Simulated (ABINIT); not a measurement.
# AlAs (F-43m): G0W0 in ABINIT against the plane-wave cutoff, part 2 of 2

Wanted: the cheapest plane-wave cutoff that holds the gap of AlAs (F-43m).

ABINIT 10.8.3; PBE and many-body steps on it, plane waves. Known limits of the many-body steps: not at the basis limit; exchange with frozen shells missing; no spin-orbit coupling; coarse k mesh.

So far. Step 5 (Empty states on the mesh, 4×4×4 mesh, 90 bands): On this mesh the gap is 1.436 eV. Step 6 (Screening, 4×4×4 mesh, 82 bands, screening to 163.3 eV): Local fields lower ε∞ by 11 %. On a Γ-centred mesh this coarse the value itself is usually too large, while a short band sum pulls it down.

## (8) Screening, 4×4×4 mesh, 82 bands, screening to 163.3 eV

This step: RPA screening on PBE, plane waves, norm-conserving pseudopotentials.

The input, run.abi:

```
acell 3*1.0 Angstrom
rprim 
  -0.000000000000 2.830400000000 2.830400000000
  2.830400000000 0.000000000000 2.830400000000
  2.830400000000 2.830400000000 0.000000000000
ntypat 2
znucl 13 33
natom 2
typat 1 2
xred 
  0.000000000000 0.000000000000 0.000000000000
  0.250000000000 0.250000000000 0.250000000000
pp_dirpath "pseudos"
pseudos "Al.upf, As.upf"
ecut 30
ngkpt 4 4 4
nshiftk 1
shiftk 0 0 0
kptopt 1
chksymbreak 0
istwfk *1
occopt 1
irdwfk 1
optdriver 3
nband 82
ecuteps 6
inclvkb 2
awtr 1
symchi 1
indata_prefix "in"
outdata_prefix "out"
tmpdata_prefix "tmp"
```

Started as:

```console
$ OMP_NUM_THREADS=1 mpirun -n 8 abinit run.abi > log
```

Numbers of over 12 decimals in the logs are rounded to 6 here.

Output:

```text
.Version 10.8.3 of ABINIT. v10.8.2 released Aug 2026.

 Symmetries : space group F-4 3 m (#216); Bravais cF (face-center cubic)
[... echo of the input left out ...]
== DATASET  1 ==================================================================
-   mpi_nproc: 8, omp_nthreads: 1 (-1 if OMP is not activated)

--- !DatasetInfo
iteration_state: {dtset: 1, }
dimensions: {natom: 2, nkpt: 8, mband: 82, nsppol: 1, nspinor: 1, nspden: 1, mpw: 2421, }
cutoff_energies: {ecut:  30.0, pawecutdg:  -1.0, }
electrons: {nelect:   1.80000000E+01, charge:   0.00000000E+00, occopt:   1.00000000E+00, tsmear:   1.00000000E-02, }

 SCREENING: Calculation of the susceptibility and dielectric matrices

 Based on a program developped by R.W. Godby, V. Olevano, G. Onida, and L. Reining.
 Incorporated in ABINIT by V. Olevano, G.-M. Rignanese, and M. Torrent.
.Using double precision arithmetic ; gwpc =  8

[... cell and pseudopotentials left out ...]
--------------------------------------------------------------------------------

 ==== K-mesh for the wavefunctions ====
 Number of points in the irreducible wedge :     8
[... list of points left out ...]
 Together with 24 symmetry operations and time-reversal symmetry
 yields    64 points in the full Brillouin Zone.

 ==== Q-mesh for the screening function ====
 Number of points in the irreducible wedge :     8
[... list of points left out ...]
 Together with 24 symmetry operations and time-reversal symmetry
 yields    64 points in the full Brillouin Zone.

 setmesh: FFT mesh size selected  =    27x   27x   27
          total number of points  =        19683

 vcoul_init : cutoff-mode = AUXILIARY_FUNCTION
 q-points for optical limit:   1
     1)      0.000010    0.000020    0.000030

- screening: taking advantage of time-reversal symmetry
- Maximum band index for partially occupied states nbvw = 9
- Remaining bands to be divided among processors   nbcw = 73
- Number of bands treated by each node ~9

 Number of electrons calculated from density =   18.0000; Expected =   18.0000
 average of density, n =  0.058817
 r_s =    1.5952
 omega_plasma =   23.3941 [eV]

 calculating chi0 at frequencies [eV] :
  1    0.000000E+00    0.000000E+00
  2    0.000000E+00    2.339413E+01

--------------------------------------------------------------------------------
  q-point number  1        q = ( 0.000000, 0.000000, 0.000000) [r.l.u.]
--------------------------------------------------------------------------------
[... chi0 elements left out ...]
 For q-point:  0.000010 0.000020 0.000030
  dielectric constant =  14.2134
  dielectric constant without local fields =  15.9536

  Average fulfillment of the sum rule on Im[epsilon] for q-point    1 :     56.58  [%]
[... wings left out ...]
  q-point number  2        q = ( 0.250000, 0.000000, 0.000000) [r.l.u.]
--------------------------------------------------------------------------------
[... chi0 elements left out ...]
  Average fulfillment of the sum rule on Im[epsilon] for q-point    2 :     66.16  [%]

 [... 6 further q-points ...]
```

It took 4.8 s on 8 MPI ranks of AMD EPYC 9R45, shared host; peak memory 1.1 GiB; 36 s of CPU time.

This step gave:

- ε∞ with local fields, on this mesh, along the program's q direction: 14.21
- the same without local fields: 15.95
- plasma frequency: 23.39 eV
- plane waves in the screening matrix: 181

## (9) 30 Ha

The self-energy is evaluated for the states that the input lists, and the levels follow from it, in one-shot runs by the linearised quasiparticle equation.

This step: G0W0 on PBE, plane waves, norm-conserving pseudopotentials.

Edit run.abi of step 8 so:

```diff
@@ -23,8 +23,17 @@
 irdwfk 1
-optdriver 3
+optdriver 4
 nband 82
+gwcalctyp 0
+ecutsigx 30
+symsigma 1
+nkptgw 2
+kptgw 
+  0.0000000000 0.0000000000 0.0000000000
+  0.5000000000 0.5000000000 0.0000000000
+bdgw 
+  7 13
+  8 11
 ecuteps 6
-inclvkb 2
-awtr 1
-symchi 1
+irdscr 1
+ppmodel 1
 indata_prefix "in"
```

Output:

```text
.Version 10.8.3 of ABINIT. v10.8.2 released Aug 2026.

 Symmetries : space group F-4 3 m (#216); Bravais cF (face-center cubic)
[... echo of the input left out ...]
== DATASET  1 ==================================================================
-   mpi_nproc: 8, omp_nthreads: 1 (-1 if OMP is not activated)

--- !DatasetInfo
iteration_state: {dtset: 1, }
dimensions: {natom: 2, nkpt: 8, mband: 82, nsppol: 1, nspinor: 1, nspden: 1, mpw: 2421, }
cutoff_energies: {ecut:  30.0, pawecutdg:  -1.0, }
electrons: {nelect:   1.80000000E+01, charge:   0.00000000E+00, occopt:   1.00000000E+00, tsmear:   1.00000000E-02, }

 SIGMA: Calculation of the GW corrections

 Based on a program developped by R.W. Godby, V. Olevano, G. Onida, and L. Reining.
 Incorporated in ABINIT by V. Olevano, G.-M. Rignanese, and M. Torrent.
.Using double precision arithmetic ; gwpc =  8

[... cell and pseudopotentials left out ...]
--------------------------------------------------------------------------------

 ==== K-mesh for the wavefunctions ====
 Number of points in the irreducible wedge :     8
[... list of points left out ...]
 Together with 24 symmetry operations and time-reversal symmetry
 yields    64 points in the full Brillouin Zone.

 ==== Q-mesh for screening function ====
 Number of points in the irreducible wedge :     8
[... list of points left out ...]
 Together with 24 symmetry operations and time-reversal symmetry
 yields    64 points in the full Brillouin Zone.

 vcoul_init : cutoff-mode = AUXILIARY_FUNCTION
 q-points for optical limit:   1
     1)      0.000010    0.000020    0.000030
 setmesh: FFT mesh size selected  =    40x   40x   40
          total number of points  =        64000

 Number of electrons calculated from density =   18.0000; Expected =   18.0000
[...]
number of omega for Sigma on real axis              0
 max omega for Sigma on real axis  [eV]           0.00
 zcut for avoiding poles [eV]                     0.10

 EPSILON^-1 parameters (SCR file):
 dimension of the eps^-1 matrix on file            181
 dimension of the eps^-1 matrix used               181
 number of plane-waves for wavefunctions          2421
 number of bands                                    82
 number of q-points in IBZ                           8
 number of frequencies                               2
 number of real frequencies                          1
 number of imag frequencies                          1

 matrix elements of self-energy operator (all in [eV])

 Perturbative Calculation

--- !SelfEnergy_ee
iteration_state: {dtset: 1, }
kpoint     : [   0.000,    0.000,    0.000, ]
spin       : 1
KS_gap     :    2.033
QP_gap     :    3.070
Delta_QP_KS:    1.038
data: !SigmaeeData |
     Band     E0 <VxcDFT>   SigX SigC(E0)      Z dSigC/dE  Sig(E)    E-E0       E
        7   3.572 -12.493 -15.286   1.569   0.783  -0.277 -13.452  -0.958   2.614
        8   3.572 -12.493 -15.286   1.569   0.783  -0.277 -13.452  -0.958   2.614
        9   3.572 -12.493 -15.286   1.569   0.783  -0.277 -13.452  -0.958   2.614
[...]
--- !SelfEnergy_ee
iteration_state: {dtset: 1, }
kpoint     : [   0.500,    0.500,    0.000, ]
spin       : 1
KS_gap     :    3.620
QP_gap     :    4.633
Delta_QP_KS:    1.013
data: !SigmaeeData |
     Band     E0 <VxcDFT>   SigX SigC(E0)      Z dSigC/dE  Sig(E)    E-E0       E
[...]
10   5.021  -8.288  -4.568  -3.705   0.801  -0.248  -8.277   0.011   5.032
       11   5.894  -8.951  -5.061  -3.721   0.798  -0.253  -8.816   0.136   6.030

== END DATASET(S) ==============================================================
================================================================================

 -outvars: echo values of variables after computation  --------
           etotal      0.0000000000E+00
            nband          82
             nkpt           8
          spgroup         216
 [... the other variables as echoed above ...]

 Calculation completed.
```

Wall time 3 s (8 MPI ranks); peak memory 0.83 GiB.

This step gave:

```
G0W0 gap on the points computed              : 2.418 eV
starting gap on the mesh                     : 1.449 eV
k of the valence top                         : 0, 0, 0
k of the conduction bottom                   : 0.5, 0.5, 0
Z at the valence top                         : 0.783
Z at the conduction bottom                   : 0.801
least direct G0W0 gap on the computed points : 3.070 eV
```

The gap on the mesh goes from 1.45 eV to 2.42 eV, a correction of +0.97 eV.

## (10) Screening, 4×4×4 mesh, 82 bands, screening to 163.3 eV

This step: RPA screening on PBE, plane waves, norm-conserving pseudopotentials.

Edit run.abi of step 9 so:

```diff
@@ -14,3 +14,3 @@
 pseudos "Al.upf, As.upf"
-ecut 30
+ecut 38
 ngkpt 4 4 4
@@ -23,17 +23,8 @@
 irdwfk 1
-optdriver 4
+optdriver 3
 nband 82
-gwcalctyp 0
-ecutsigx 30
-symsigma 1
-nkptgw 2
-kptgw 
-  0.0000000000 0.0000000000 0.0000000000
-  0.5000000000 0.5000000000 0.0000000000
-bdgw 
-  7 13
-  8 11
 ecuteps 6
-irdscr 1
-ppmodel 1
+inclvkb 2
+awtr 1
+symchi 1
 indata_prefix "in"
```

Output:

```text
.Version 10.8.3 of ABINIT. v10.8.2 released Aug 2026.

 Symmetries : space group F-4 3 m (#216); Bravais cF (face-center cubic)
[... echo of the input left out ...]
== DATASET  1 ==================================================================
-   mpi_nproc: 8, omp_nthreads: 1 (-1 if OMP is not activated)

--- !DatasetInfo
iteration_state: {dtset: 1, }
dimensions: {natom: 2, nkpt: 8, mband: 82, nsppol: 1, nspinor: 1, nspden: 1, mpw: 3479, }
cutoff_energies: {ecut:  38.0, pawecutdg:  -1.0, }
[...]
--------------------------------------------------------------------------------
[... chi0 elements left out ...]
 For q-point:  0.000010 0.000020 0.000030
  dielectric constant =  14.2542
  dielectric constant without local fields =  16.0048

  Average fulfillment of the sum rule on Im[epsilon] for q-point    1 :     56.35  [%]
[... wings left out ...]
  q-point number  2        q = ( 0.250000, 0.000000, 0.000000) [r.l.u.]
--------------------------------------------------------------------------------
[... chi0 elements left out ...]
  Average fulfillment of the sum rule on Im[epsilon] for q-point    2 :     65.79  [%]

 [... 6 further q-points ...]
```

Elapsed: 5.2 s, on 8 MPI ranks; peak memory 1.3 GiB.

This step gave:

| Quantity | Value |
| --- | --- |
| ε∞ with local fields, on this mesh, along the program's q direction | 14.25 |
| the same without local fields | 16.00 |
| plasma frequency | 23.39 eV |
| plane waves in the screening matrix | 181 |

## (11) 38 Ha

This step: G0W0 on PBE, plane waves, norm-conserving pseudopotentials.

Edit run.abi of step 10 so:

```diff
@@ -23,8 +23,17 @@
 irdwfk 1
-optdriver 3
+optdriver 4
 nband 82
+gwcalctyp 0
+ecutsigx 38
+symsigma 1
+nkptgw 2
+kptgw 
+  0.0000000000 0.0000000000 0.0000000000
+  0.5000000000 0.5000000000 0.0000000000
+bdgw 
+  7 13
+  8 11
 ecuteps 6
-inclvkb 2
-awtr 1
-symchi 1
+irdscr 1
+ppmodel 1
 indata_prefix "in"
```

Output:

```text
.Version 10.8.3 of ABINIT. v10.8.2 released Aug 2026.

 Symmetries : space group F-4 3 m (#216); Bravais cF (face-center cubic)
[... echo of the input left out ...]
== DATASET  1 ==================================================================
-   mpi_nproc: 8, omp_nthreads: 1 (-1 if OMP is not activated)

--- !DatasetInfo
iteration_state: {dtset: 1, }
dimensions: {natom: 2, nkpt: 8, mband: 82, nsppol: 1, nspinor: 1, nspden: 1, mpw: 3479, }
cutoff_energies: {ecut:  38.0, pawecutdg:  -1.0, }
[...]
Band     E0 <VxcDFT>   SigX SigC(E0)      Z dSigC/dE  Sig(E)    E-E0       E
[...]
10   5.009  -8.299  -4.581  -3.705   0.801  -0.248  -8.289   0.010   5.019
       11   5.873  -8.962  -5.073  -3.721   0.798  -0.253  -8.828   0.134   6.008

== END DATASET(S) ==============================================================
================================================================================

 -outvars: echo values of variables after computation  --------
           etotal      0.0000000000E+00
            nband          82
             nkpt           8
          spgroup         216
 [... the other variables as echoed above ...]

 Calculation completed.
```

Elapsed: 3.3 s, on 8 MPI ranks; peak memory 1.3 GiB; 25 s of CPU time.

Numbers from this step:

- G0W0 gap on the points computed: 2.404 eV
- starting gap on the mesh: 1.436 eV
- k of the valence top: 0, 0, 0
- k of the conduction bottom: 0.5, 0.5, 0
- least direct G0W0 gap on the computed points: 3.079 eV

Against the run before, the gap moves by −0.014 eV.

## (12) Screening, 4×4×4 mesh, 82 bands, screening to 163.3 eV

This step: RPA screening on PBE, plane waves, norm-conserving pseudopotentials.

Edit run.abi of step 11 so:

```diff
@@ -14,3 +14,3 @@
 pseudos "Al.upf, As.upf"
-ecut 38
+ecut 48
 ngkpt 4 4 4
@@ -23,17 +23,8 @@
 irdwfk 1
-optdriver 4
+optdriver 3
 nband 82
-gwcalctyp 0
-ecutsigx 38
-symsigma 1
-nkptgw 2
-kptgw 
-  0.0000000000 0.0000000000 0.0000000000
-  0.5000000000 0.5000000000 0.0000000000
-bdgw 
-  7 13
-  8 11
 ecuteps 6
-irdscr 1
-ppmodel 1
+inclvkb 2
+awtr 1
+symchi 1
 indata_prefix "in"
```

Output:

```text
.Version 10.8.3 of ABINIT. v10.8.2 released Aug 2026.

 Symmetries : space group F-4 3 m (#216); Bravais cF (face-center cubic)
[... echo of the input left out ...]
== DATASET  1 ==================================================================
-   mpi_nproc: 8, omp_nthreads: 1 (-1 if OMP is not activated)

--- !DatasetInfo
iteration_state: {dtset: 1, }
dimensions: {natom: 2, nkpt: 8, mband: 82, nsppol: 1, nspinor: 1, nspden: 1, mpw: 4909, }
cutoff_energies: {ecut:  48.0, pawecutdg:  -1.0, }
[...]
--------------------------------------------------------------------------------
[... chi0 elements left out ...]
 For q-point:  0.000010 0.000020 0.000030
  dielectric constant =  14.2555
  dielectric constant without local fields =  16.0063

  Average fulfillment of the sum rule on Im[epsilon] for q-point    1 :     56.35  [%]
[... wings left out ...]
  q-point number  2        q = ( 0.250000, 0.000000, 0.000000) [r.l.u.]
--------------------------------------------------------------------------------
[... chi0 elements left out ...]
  Average fulfillment of the sum rule on Im[epsilon] for q-point    2 :     65.78  [%]

 [... 6 further q-points ...]
```

Wall time 5.4 s (8 MPI ranks); peak memory 1.5 GiB.

Numbers from this step:

| Item | Value |
| --- | --- |
| ε∞ with local fields, on this mesh, along the program's q direction | 14.26 |
| the same without local fields | 16.01 |
| plasma frequency | 23.39 eV |
| plane waves in the screening matrix | 181 |

## (13) 48 Ha

This step: G0W0 on PBE, plane waves, norm-conserving pseudopotentials.

Edit run.abi of step 12 so:

```diff
@@ -23,8 +23,17 @@
 irdwfk 1
-optdriver 3
+optdriver 4
 nband 82
+gwcalctyp 0
+ecutsigx 48
+symsigma 1
+nkptgw 2
+kptgw 
+  0.0000000000 0.0000000000 0.0000000000
+  0.5000000000 0.5000000000 0.0000000000
+bdgw 
+  7 13
+  8 11
 ecuteps 6
-inclvkb 2
-awtr 1
-symchi 1
+irdscr 1
+ppmodel 1
 indata_prefix "in"
```

Output:

```text
.Version 10.8.3 of ABINIT. v10.8.2 released Aug 2026.

 Symmetries : space group F-4 3 m (#216); Bravais cF (face-center cubic)
[... echo of the input left out ...]
== DATASET  1 ==================================================================
-   mpi_nproc: 8, omp_nthreads: 1 (-1 if OMP is not activated)

--- !DatasetInfo
iteration_state: {dtset: 1, }
dimensions: {natom: 2, nkpt: 8, mband: 82, nsppol: 1, nspinor: 1, nspden: 1, mpw: 4909, }
cutoff_energies: {ecut:  48.0, pawecutdg:  -1.0, }
[...]
Band     E0 <VxcDFT>   SigX SigC(E0)      Z dSigC/dE  Sig(E)    E-E0       E
[...]
10   5.008  -8.299  -4.584  -3.705   0.801  -0.248  -8.290   0.009   5.017
       11   5.873  -8.963  -5.077  -3.721   0.798  -0.253  -8.831   0.132   6.005

== END DATASET(S) ==============================================================
================================================================================

 -outvars: echo values of variables after computation  --------
           etotal      0.0000000000E+00
            nband          82
             nkpt           8
          spgroup         216
 [... the other variables as echoed above ...]

 Calculation completed.
```

Wall time 3.4 s (8 MPI ranks); peak memory 1.4 GiB; 26 s of CPU time.

This step gave:

| Quantity | Value |
| --- | --- |
| G0W0 gap on the points computed | 2.403 eV |
| starting gap on the mesh | 1.436 eV |
| k of the valence top | 0, 0, 0 |
| k of the conduction bottom | 0.5, 0.5, 0 |
| least direct G0W0 gap on the computed points | 3.08 eV |

Against the run before, the gap moves by −0.001 eV.

## (14) The runs together

Times are wall times on 8 MPI ranks of AMD EPYC 9R45, shared host, good to a factor of about two. A run's time includes the screening step that it read.

```tsv
run	mesh	bands	screening cutoff (eV)	DFT gap (eV)	gap on the mesh (eV)	direct (eV)	ε∞ used	time
23 Ha	4×4×4	82	163.3	1.543	2.533	2.938	14.28	6.3 s
30 Ha	4×4×4	82	163.3	1.449	2.418	3.070	14.21	7.8 s
38 Ha	4×4×4	82	163.3	1.436	2.404	3.079	14.25	8.6 s
48 Ha	4×4×4	82	163.3	1.436	2.403	3.080	14.26	8.8 s
```

## (15) Results

| Quantity | Value |
| --- | --- |
| 23 Ha | 2.533 eV |
| 30 Ha | 2.418 eV |
| 38 Ha | 2.404 eV |
| 48 Ha | 2.403 eV |
| known limits | not at the basis limit; exchange with frozen shells missing; no spin-orbit coupling; coarse k mesh |

What this shows: The setting moved: plane-wave cutoff. From 23 Ha to 48 Ha the gap moves by −0.13 eV. It holds to 0.03 eV from 30 Ha on. Bands and screening cutoff are coupled, so a series along one setting does not show full convergence. Bands and cutoff are finite, so the gap is not at the basis limit. The miss can reach some tenths of an eV and take either sign; the mesh is an error of its own. In the G0W0 runs levels were corrected at 2 k points alone, so a gap called «on the mesh» is the least over those, and an edge elsewhere would be missed. The 4×4×4 mesh is coarse for this cell, which bears on the long-range parts of exchange and screening. The norm-conserving file of at least one element keeps a d shell over frozen s and p shells of the same row. Exchange with those shells is missing from the self-energy, an error of 0.3 to 0.9 eV in cases checked, whose sign depends on which edge lies on those atoms. The many-body steps are scalar-relativistic: spin-orbit coupling is not in them.

[Paths, hosts, dates, memory and timing lines, banners, echoed tables and standing remarks are left out of the program output.]

[Logs are printed without paths, hosts, clocks, repeated set-up lines and the standing remarks that a program may print on its own settings, such as how far it seeks lower states.]

[Runs of the session that timed out or met a known fault of the program may be left out.]

[Hosts, paths, dates, database ids (printed as entryN), source tags and the programs' standing remarks are cut or masked in the printed files.]

[G0W0 gaps are taken among the corrected bands and points alone; a level outside them can change the order at an edge.]

[Where Ansatz stands beside ABINIT at settings called matched, ABINIT's density can come from a denser mesh and the files from another edition; pairs whose starting gaps differed by over 0.03 eV were left out, so agreement reads better than it is.]
